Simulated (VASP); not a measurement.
Write the native input for VASP 6.6.1 that does the following.

```yaml
Task: relaxation of cell and atoms
Functional: LDA
Potentials_or_basis: VASP PAW LDA potentials, release 64 (Sb)
Cutoff: 600 eV
k_mesh: 8 × 8 × 8
Occupations: gaussian, width 0.05 eV
Spin: collinear spin, zero start
Starting_moments: "[0.0] μB"
Fixed_moment: 0 μB
Dipole_correction: no
Further_INCAR_settings: ALGO = Normal; EDIFF = 1e-06; IBRION = 2; EDIFFG = -0.01; NSW = 80; ISIF = 3
```

The structure of Sb lies in POSCAR:

```
Sb
1.0
    3.2015837161      0.0000000000      0.0000000000
    0.0000000000      3.2015837161      0.0000000000
    0.0000000000      0.0000000000      3.2015837161
Sb
1
Direct
    0.0000000000      0.0000000000      0.0000000000
```

This isn't the form of Sb at room conditions, which is rhombohedral.

The cell isn't the ideal one: volume scaled by 1.04.

One way to write it, as run:

INCAR

```
SYSTEM = Sb
PREC     = Accurate       ! precision mode
ENCUT    = 600            ! plane-wave cutoff, eV
EDIFF    = 1E-6           ! SCF threshold, eV
ISMEAR   = 0              ! smearing method
SIGMA    = 0.05           ! smearing width, eV
LREAL    = .False.        ! projectors in reciprocal space
LASPH    = .True.         ! aspherical terms in the spheres
NELM     = 150            ! most SCF steps
ALGO     = Normal         ! electronic algorithm
ISIF     = 3              ! what is computed and relaxed
LWAVE    = .False.        ! write WAVECAR
LCHARG   = .False.        ! write CHGCAR
ISPIN    = 2              ! spin polarisation
MAGMOM   = 0              ! initial moments
LORBIT   = 11             ! projections on sites
NUPDOWN  = 0.0            ! fixed moment
IBRION   = 2              ! ionic algorithm
NSW      = 80             ! ionic steps
EDIFFG   = -0.01          ! ionic threshold
```

KPOINTS

```
Automatic mesh
0
Gamma
  8 8 8
  0 0 0
```

Potentials or basis: VASP PAW LDA potentials, release 64 (Sb).

Launch:

```console
$ cat potpaw_LDA.64/Sb/POTCAR > POTCAR
$ mpirun -np 1 vasp_std > vasp.out
```

It gave:

* Relaxed volume: 28.45 Å³/atom
* Relaxed cell: a = 3.053 Å, b = 3.053 Å, c = 3.053 Å, α = 90.00°, β = 90.00°, γ = 90.00°
* Space group after relaxing (to 0.05 Å): Pm-3m (No. 221)
* Energy gained by relaxing: 110.5 meV/atom
* Ionic steps: 3
* Pressure after relaxing: 0.0 GPa
* Net moment: 0.00 μB per cell
* Valence electrons inside the program's atomic spheres: Sb 2.42

Caveat: the total moment is fixed, so each spin has its own Fermi level.

It took 10 s on 1 thread of Intel(R) Xeon(R) 6975P-C (Granite Rapids), on a shared host, peak memory 0.16 GiB.
